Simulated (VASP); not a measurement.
# S (Fd-3m) in VASP: single point with LDA

Aim: the single point of S with LDA.

All numbers are computed with VASP 6.6.1; they aren't measurements. Logs are shortened: lines on timing, memory, paths and dates and some standing lists are left out, and cuts for length are marked.

## (1) The crystal as given

Symmetry: Fd-3m, No. 227, cubic system. The conventional cell has a = 5.636 Å, b = 5.636 Å, c = 5.636 Å, α = 90.00°, β = 90.00°, γ = 90.00°. S (site symmetry -43m) is surrounded by 4 S at 2.44 Å.

The cell was built by a generator and needn't be a form met in nature.

## (2) Single point, LDA

INCAR reads:

```
SYSTEM = S
ALGO     = Fast           ! electronic algorithm
EDIFF    = 1E-7           ! SCF threshold, eV
ENCUT    = 520            ! plane-wave cutoff, eV
ISIF     = 2              ! what is computed and relaxed
ISMEAR   = -1             ! smearing method
LASPH    = .TRUE.         ! aspherical terms in the spheres
LCHARG   = .FALSE.        ! write CHGCAR
LREAL    = .FALSE.        ! projectors in reciprocal space
LWAVE    = .FALSE.        ! write WAVECAR
NBANDS   = 13             ! bands
NELM     = 60             ! most SCF steps
PREC     = Accurate       ! precision mode
SIGMA    = 0.13605693000000002 ! smearing width, eV
```

KPOINTS reads:

```
k-points
0
G
  8 8 8
  0 0 0
```

POSCAR reads:

```
S
1.0
    0.0000000000      2.8180802789      2.8180802789
    2.8180802789      0.0000000000      2.8180802789
    2.8180802789      2.8180802789      0.0000000000
S
2
Direct
    0.0000000000      0.0000000000      0.0000000000
    0.2500000000      0.2500000000      0.2500000000
```

Potentials or basis: VASP PAW LDA potentials, release 64 (S).

Launch:

```console
cat potpaw_LDA.64/S/POTCAR > POTCAR
mpirun -np 1 vasp_std > vasp.out
```

OUTCAR:

```text
SYSTEM = S
   EDIFF = 1E-7
   ENCUT = 520
   ISIF = 2
   ISMEAR = -1
   LASPH = .TRUE.
   LREAL = .FALSE.
   NELM = 60
   PREC = Accurate

 ion  position               nearest neighbor table
   1  0.000  0.000  0.000-   2 2.44   2 2.44   2 2.44   2 2.44
   2  0.250  0.250  0.250-   1 2.44   1 2.44   1 2.44   1 2.44

  LATTYP: Found a face centered cubic cell.
 ALAT       =     5.6361605578

  Lattice vectors:

 A1 = (   0.0000000000,   2.8180802789,   2.8180802789)
 A2 = (   2.8180802789,   0.0000000000,   2.8180802789)
 A3 = (   2.8180802789,   2.8180802789,   0.0000000000)

Analysis of symmetry for initial positions (statically):
=====================================================================
 Subroutine PRICEL returns:
 Original cell was already a primitive cell.

 Routine SETGRP: Setting up the symmetry group for a
 face centered cubic supercell.

 Subroutine GETGRP returns: Found 48 space group operations
 (whereof 24 operations were pure point group operations)
 out of a pool of 48 trial point group operations.

The static configuration has the point symmetry T_d .
 The point group associated with its full space group is O_h .

Analysis of symmetry for dynamics (positions and initial velocities):
=====================================================================
 Subroutine PRICEL returns:
 Original cell was already a primitive cell.

 Routine SETGRP: Setting up the symmetry group for a
 face centered cubic supercell.

 Subroutine GETGRP returns: Found 48 space group operations
 (whereof 24 operations were pure point group operations)
 out of a pool of 48 trial point group operations.

The dynamic configuration has the point symmetry T_d .
 The point group associated with its full space group is O_h .

 Subroutine INISYM returns: Found 48 space group operations
 (whereof 24 operations are pure point group operations),
 and found     1 'primitive' translations

----------------------------------------------------------------------------------------

                                     Primitive cell

  volume of cell :      44.7600

  direct lattice vectors                    reciprocal lattice vectors
     0.000000000  2.818080279  2.818080279    -0.177425748  0.177425748  0.177425748
     2.818080279  0.000000000  2.818080279     0.177425748 -0.177425748  0.177425748
     2.818080279  2.818080279  0.000000000     0.177425748  0.177425748 -0.177425748

  length of vectors
     3.985367350  3.985367350  3.985367350     0.307310409  0.307310409  0.307310409

  position of ions in fractional coordinates (direct lattice)
     0.000000000  0.000000000  0.000000000
     0.250000000  0.250000000  0.250000000

  ion indices of the primitive-cell ions
   primitive index   ion index
                 1           1
                 2           2

----------------------------------------------------------------------------------------

 KPOINTS: k-points

Automatic generation of k-mesh.
 Grid dimensions read from file:
 generate k-points for:    8    8    8

 Generating k-lattice:

  Cartesian coordinates                     Fractional coordinates (reciprocal lattice)
    -0.022178218  0.022178218  0.022178218     0.125000000  0.000000000  0.000000000
     0.022178218 -0.022178218  0.022178218     0.000000000  0.125000000  0.000000000
     0.022178218  0.022178218 -0.022178218     0.000000000  0.000000000  0.125000000

  Length of vectors
     0.038413801  0.038413801  0.038413801

  Shift w.r.t. Gamma in fractional coordinates (k-lattice)
     0.000000000  0.000000000  0.000000000

 Subroutine IBZKPT returns following result:
 ===========================================

 Found     29 irreducible k-points:

 Following reciprocal coordinates:
            Coordinates               Weight
  0.000000  0.000000  0.000000      1.000000
  0.125000  0.000000  0.000000      8.000000
  0.250000  0.000000  0.000000      8.000000
  0.375000  0.000000  0.000000      8.000000
  0.500000  0.000000  0.000000      4.000000
  0.125000  0.125000  0.000000      6.000000
[... 16 lines left out ...]
  0.500000  0.250000  0.125000     48.000000
 -0.375000  0.250000  0.125000     24.000000
 [... further k-points ...]
   k-points           NKPTS =     29   k-points in BZ     NKDIM =     29   number of bands    NBANDS=     13
   number of dos      NEDOS =    301   number of ions     NIONS =      2
   total plane-waves  NPLWV =  27000
   dimension x,y,z NGX =    30 NGY =   30 NGZ =   30
   dimension x,y,z NGXF=    60 NGYF=   60 NGZF=   60
   ions per type =               2
   NGX,Y,Z   is equivalent  to a cutoff of  12.51, 12.51, 12.51 a.u.
   NGXF,Y,Z  is equivalent  to a cutoff of  25.03, 25.03, 25.03 a.u.
 SYSTEM =  S
   PREC   = accura    normal or accurate (medium, high low for compatibility)
   ISTART =      0    job   : 0-new  1-cont  2-samecut
   ICHARG =      2    charge: 1-file 2-atom 10-const
   ISPIN  =      1    spin polarized calculation?
   LNONCOLLINEAR =      F non collinear calculations
   LSORBIT =      F    spin-orbit coupling
   LASPH  =      T    aspherical Exc in radial PAW
   ENCUT  =  520.0 eV  38.22 Ry    6.18 a.u.   7.41  7.41  7.41*2*pi/ulx,y,z
   NELM   =     60;   NELMIN=  2; NELMDL= -5     # of ELM steps
   EDIFF  = 0.1E-06   stopping-criterion for ELM
   LREAL  =      F    real-space projection
   EDIFFG = 0.1E-05   stopping-criterion for IOM
   NSW    =      0    number of steps for IOM
   IBRION =     -1    ionic relax: 0-MD 1-quasi-New 2-CG
   NFREE  =      0    steps in history (QN), initial steepest desc. (CG)
   ISIF   =      2    stress and relaxation
   ISYM   =      2    0-nonsym 1-usesym 2-fastsym
   POTIM  = 0.5000    time-step for ionic-motion
   TEBEG  =    0.0;   TEEND  =   0.0 temperature during run
   PSTRESS=    0.0 pullay stress
   NELECT =      12.0000    total number of electrons
   NUPDOWN=      -1.0000    fix difference up-down
   EMIN   =  10.00;   EMAX   =-10.00  energy-range for DOS
   EFERMI =   0.00;   METHOD = LEGACY
   ISMEAR =    -1;   SIGMA  =   0.14  broadening in eV -4-tet -1-fermi 0-gaus
   EFERMI_NEDOS =   21; number of points for ismear=-14 and -15
   IALGO  =     68    algorithm
   IMIX   =      4    mixing-type and parameters
     AMIX     =   0.40;   BMIX     =  1.00
     AMIX_MAG =   1.60;   BMIX_MAG =  1.00
  volume/ion in A,a.u.               =      22.38       151.03
  Fermi-wavevector in a.u.,A,eV,Ry     =   1.055614  1.994822 15.161262  1.114321
  Thomas-Fermi vector in A             =   2.190819
   LORBIT       =      0    0 simple, 1 ext, 2 COOP (PROOUT), +10 PAW based schemes
   GGA     = CA    functional components
   LHFCALC =     F    Hartree Fock is set to
   AEXX    =    0.0000 exact exchange contribution
   IVDW    =     0    specifies the selected vdW correction
   LEPSILON=     F    determine dielectric tensor
   LRPA    =     F    only Hartree local field effects (RPA)
 non-spin polarized calculation
 RMM-DIIS sequential band-by-band and
  energy-cutoff  :      520.00
  volume of cell :       44.76
 maximum number of plane-waves:      1243
 NGX is ok and might be reduce to    30
   NGX = 15   NGY = 15   NGZ = 15

 number of electron      12.0000002 magnetization

 Free energy of the ion-electron system (eV)
  ---------------------------------------------------
  ext. energy  EPLUGINS =         0.00000000
  ---------------------------------------------------
  free energy    TOTEN  =        -7.59294384 eV

  energy without entropy =       -7.49102794  energy(sigma->0) =       -7.54198589

 E-fermi :   4.1363     XC(G=0):  -9.4269

 val. band max:        4.1246157106   @ k =   0.5000   0.1250   0.0000
 cond. band min:       4.1887088960   @ k =  -0.1250   0.1250   0.0000
 fundamental gap:      0.0640931853
 Fermi energy:         4.1362593879

 k-point     1 :       0.0000    0.0000    0.0000
  band No.  band energies     occupation
      1     -12.1563      2.00000
      2      -4.5290      2.00000
      3       0.0044      2.00000
      4       0.0044      2.00000
      5       0.0044      2.00000
      6       3.0750      1.99918
      7       3.0750      1.99918
      8       3.0750      1.99918
      9       9.3819      0.00000
     10      11.7713      0.00000
     11      11.7713      0.00000
     12      14.5549      0.00000
     13      14.5549      0.00000

 k-point     2 :       0.1250    0.0000    0.0000
  band No.  band energies     occupation
      1     -12.0164      2.00000
      2      -5.0495      2.00000
      3      -0.1598      2.00000
      4      -0.1598      2.00000
      5       0.0822      2.00000
      6       3.3247      1.99488
      7       3.3247      1.99488
      8       3.3715      1.99278
      9       9.9152      0.00000
     10      11.4086      0.00000
     11      11.4086      0.00000
     12      14.1717      0.00000
     13      15.4504      0.00000

 k-point     3 :       0.2500    0.0000    0.0000
  band No.  band energies     occupation
      1     -11.6216      2.00000
      2      -6.1686      2.00000
      3      -0.4791      2.00000
      4      -0.4791      2.00000
      5      -0.0113      2.00000
      6       3.8205      1.82114
      7       3.8205      1.82114
      8       4.3852      0.27662
      9      10.8425      0.00000
     10      11.1966      0.00000
     11      11.1966      0.00000
     12      13.9259      0.00000
     13      16.7719      0.00000
[... 305 lines left out ...]
 k-point    23 :       0.5000    0.2500    0.1250
  band No.  band energies     occupation
      1     -10.7212      2.00000
      2      -7.7615      2.00000
      3      -1.9897      2.00000
      4      -1.1562      2.00000
      5       1.5634      2.00000
      6       3.6572      1.94257
      7       5.1375      0.00127
      8       5.5683      0.00005
      9      10.3843      0.00000
     10      10.8474      0.00000
     11      12.8855      0.00000
     12      14.7427      0.00000
     13      15.8900      0.00000

 k-point    24 :      -0.3750    0.2500    0.1250
  band No.  band energies     occupation
      1     -10.3857      2.00000
      2      -8.2335      2.00000
      3      -2.1527      2.00000
      4      -1.2709      2.00000
      5       1.5704      2.00000
      6       4.0586      1.27795
      7       5.1767      0.00095
      8       5.9210      0.00000
      9       9.9183      0.00000
     10      11.3459      0.00000
     11      12.7278      0.00000
     12      14.2996      0.00000
     13      15.7988      0.00000

 [... further k-points ...]
[... 5 lines left out ...]
  --------------------------------------------------------------------------------------
  -------------------------------------------------------------------------------------
  Total       -0.0054029     -0.0054029     -0.0054029     -0.0000000      0.0000000      0.0000000
  in kB       -0.1933957     -0.1933957     -0.1933957     -0.0000000      0.0000000      0.0000000
  external PRESSURE =      -0.1933957 kB  Pullay stress =       0.0000000 kB

 VOLUME and BASIS-vectors are now :
 -----------------------------------------------------------------------------
  energy-cutoff  :      520.00
  volume of cell :       44.76
      direct lattice vectors                 reciprocal lattice vectors
     0.000000000  2.818080279  2.818080279    -0.177425748  0.177425748  0.177425748
     2.818080279  0.000000000  2.818080279     0.177425748 -0.177425748  0.177425748
     2.818080279  2.818080279  0.000000000     0.177425748  0.177425748 -0.177425748

 POSITION                                       TOTAL-FORCE (eV/Angst)
 -----------------------------------------------------------------------------------
      0.00000      0.00000      0.00000         0.000000      0.000000      0.000000
      1.40904      1.40904      1.40904        -0.000000     -0.000000     -0.000000
 -----------------------------------------------------------------------------------
    total drift:                                0.000000     -0.000000      0.000000

  FREE ENERGIE OF THE ION-ELECTRON SYSTEM (eV)
  ---------------------------------------------------
  free  energy   TOTEN  =        -7.5929438367 eV

  energy  without entropy=       -7.4910279362  energy(sigma->0) =       -7.54198589
```

Wall time 24 s (1 thread of Intel Xeon Platinum 8259CL at 2.50GHz (Skylake/Cascade Lake), shared host); peak memory 0.14 GiB.

What came out:

| Property | Result |
| --- | --- |
| Free energy | -7.5929 eV |
| Pressure | 0.0 GPa |
| Band gap on the k mesh | none (metal or under the smearing width) |

Levels at points of the mesh, in eV from the Fermi level:
| k point | band 4 | band 5 | band 6 | band 7 | band 8 | band 9 |
| --- | --- | --- | --- | --- | --- | --- |
| (0.00, 0.00, 0.00) | -4.13 | -4.13 | -1.06 | -1.06 | -1.06 | 5.25 |
| (0.50, 0.00, 0.00) | -4.96 | -4.47 | 0.18 | 0.18 | 2.35 | 7.29 |
| (0.50, 0.50, 0.00) | -5.92 | -2.17 | -2.17 | 2.60 | 2.60 | 6.67 |
